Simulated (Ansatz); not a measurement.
# C: the cost of one run

Computed with Ansatz 0.2.0 (DFT PBE+D3(BJ), scalar-relativistic, plane waves, PAW, unless a step's input says otherwise).

6 further runs of the same task are left out: 1 that didn't finish, 5 set aside as unsound or not needed.

### 1 The system as given

Symmetry: R-3m, No. 166, trigonal system. The conventional cell has a = 2.465 Å, b = 2.465 Å, c = 10.075 Å, α = 90.00°, β = 90.00°, γ = 120.00°. Around C (site symmetry 3m) lie 3 C at 1.42 Å.

Coordinates:

```
CELL_PARAMETERS angstrom
1.23248 0.71157 3.35822
-1.23248 0.71157 3.35822
0.00000 -1.42314 3.35822
ATOMIC_POSITIONS crystal
C 0.16661 0.16661 0.16661
C 0.83339 0.83339 0.83339
```

This cell was relaxed beforehand with the same method: volume 8.84 Å³/atom, gap on the mesh 0.65 eV.

### 3 Setting up the map

Atoms count from 1 in the order of the input.

The upper layer of a bilayer is slid over the lower one; relaxed at each slide: the heights of all atoms; the origin of the map has C3 above C1.

First coordinate, slide of the upper layer along the first cell vector, from C3 above C1: 6 values from 0.000 to 0.833, periodic. Second coordinate, slide of the upper layer along the second cell vector, from C3 above C1: 6 values from 0.000 to 0.833, periodic.

Relaxed at each point: the heights of all atoms. Points are written as (first, second).

The two vectors of the plane (Å): (2.466, 0.000, 0.000); (-1.233, 2.135, 0.000).

(The set-up runs are not shown.)

### 4 The run at (0/6, 0/6) of the map's two axes

Contents of input.yaml:

```yaml
crystal:
  lattice:
    - [2.4656524409, 0.0, 0.0]
    - [-1.2328262205, 2.1353176507, 0.0]
    - [0.0, 0.0, 17.5000663885]
  atoms:
    - { symbol: C, position: [0.6666666667, 0.3333333333, 0.2571437784] }
    - { symbol: C, position: [0.3333333333, 0.6666666667, 0.2571418816] }
    - { symbol: C, position: [0.6666666667, 0.3333333333, 0.4464592428] }
    - { symbol: C, position: [0.3333333333, 0.6666666667, 0.446457346] }
basis:
  ecutwfc: 420
kpoints:
  mp_grid: { grid: [15, 15, 1] }
hamiltonian:
  xc: pbe
  pseudopotentials: { kind: paw, azcp: { folder: soft_1 } }
  dispersion: d3bj
scf:
  occupations: { method: gaussian, width: 0.1 }
output:
  forces: true
  eigenvalues: true
relax:
  adjacent_minimum: "off"
  f_tol: 0.003
  max_steps: 20
  constraints: [{ site: 1 }, { sites: [0, 2, 3], fix: xy }]
efield:
  axis: 3
  dipole_correction: true
  ramp_width: 0.04
```

The run is started by

```
$ ansatz run input.yaml --threads 1 --pin off --max-ram 3072MiB --backend cpu --events-out ev --progress --plain --runs-dir out
```

What time and memory should one allow on 1 thread of Arm Neoverse V2, shared host?

About 19 s, with a peak of 0.33 GiB.
